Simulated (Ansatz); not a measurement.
# Static equation of state of Al2O3, from a frame at 2000 K, with crystalline order left by the classical run (150 atoms)

Density of this cell: 3.45 g/cm³. The cell holds 150 atoms: 60 Al and 90 O. Cell: a = 11.618 Å, b = 11.236 Å, c = 11.329 Å, α = 85.5°, β = 90.7°, γ = 88.7°. It derives from Al2O3. The starting structure: 150 atoms (60 Al, 90 O) placed at random at 3 g/cm³, melted at 5000 K for 10 ps at fixed volume with the Morse and Coulomb pair potential with partial charges (Pedone, Malavasi, Menziani, Cormack and Segre, J. Phys. Chem. B 110, 11780 (2006)). Snapshot at the end of a hold of 10 ps at 2000 K and zero pressure.

Calculated with Ansatz 0.2.0: Kohn-Sham DFT, RPBE, PAW (set soft_1), plane waves; cutoff 420 eV, Γ point, fermi-dirac smearing of 0.172 eV. Cell and atoms were relaxed first, to V0 = 9.8254 Å³ an atom at a residual P0 = 0.003 GPa. The cell was then scaled evenly, and the atoms were relaxed at each volume.

```
volume (Å³/atom)  pressure (GPa)
          8.8428               ?
          9.2358           9.322
          9.5306           3.960
          10.120          -2.584
          10.415          -4.936
```

**Question.** Fit the third-order Birch–Murnaghan equation to the rows given and extrapolate to the withheld row.

Worked fit:

Take the Eulerian strain f = ½[(V0/V)^(2/3) − 1] and the normalised pressure F = (P − P0) / [3f(1 + 2f)^(5/2)]. The third-order Birch–Murnaghan equation is then the line F = B0 + (3/2)B0(B′ − 4) f, so u = f and v = F.

```
      u = f  v = F (GPa)
  0.0210564      133.072
  0.0102569      122.243
-0.00975664      92.8527
 -0.0190505      95.2362
```

With n = 4: mean u = 6.2655e-4, mean v = 110.851, Σ(u − ū)² = 0.0010051, Σ(u − ū)(v − v̄) = 1.0578. Slope b = 1.0578 / 0.0010051 = 1052.4; intercept a = v̄ − b ū = 110.19.

So B0 = a = 110 GPa and B′ = 4 + 2b/(3a) = 10.4. At the withheld volume f = 0.03638, F = a + b f = 148.5 GPa, and P = P0 + 3f(1 + 2f)^(5/2) F.

Prediction at 8.8428: 19.32 GPa. The run gave 18.45 GPa, so the fit is high by 0.87 GPa (4.7 % of the value).

The series isn't one smooth equation of state: even a line fitted to all rows, the withheld one included, misses F by up to 8.0 %, the count of bonds changes along the series and an atom moves over 0.5 Å in some relaxation. B0 and B′ are then only the numbers of this fit, not moduli of the material. Among the rows given, the largest miss of the fit is at 10.415, by 0.26 GPa (1.1 % of the range of the table).

Limits: The reference ran with fermi-dirac smearing of 0.172 eV, but 5 of the 5 other runs with fixed occupations. Static cells at zero temperature; the cell shape is held. The program notes that the SCF threshold of these relaxations is loose for the stress. The network of bonds at the start is that of the classical potential that made the cell, and needn't be the one that DFT or experiment would give. Only the Γ point is sampled, in a cell whose shortest periodic width is 11 Å.

[Logs are printed without paths, hosts, clocks, repeated set-up lines and the standing remarks that a program may print on its own settings, such as how far it seeks lower states.]

[Hosts, paths, dates, database ids (printed as entryN), source tags and the programs' standing remarks are cut or masked in the printed files.]
